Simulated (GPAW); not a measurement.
The system is Ag.

```
Ag
1.0
     0.00000    2.04275    2.04275
     2.04275    0.00000    2.04275
     2.04275    2.04275    0.00000
Ag
1
Direct
  0.00000 0.00000 0.00000
```

Base run:

| Item | Value |
| --- | --- |
| Program | GPAW 26.7.0 |
| Functional | RPBE |
| Potentials or basis | the program's PAW data sets (release 1.2.1) made for this functional |
| Cutoff | 600 eV |
| Basis | pw |
| k mesh | 11 × 11 × 11 |
| Occupations | fermi-dirac, width 0.05 eV |
| Spin | no spin polarisation |

Its results: pressure 8.4 GPa.

Question: The run is repeated on the same cell with these changes: functional from RPBE to revPBE. What comes out?

Answer: Pressure 7.3 GPa.
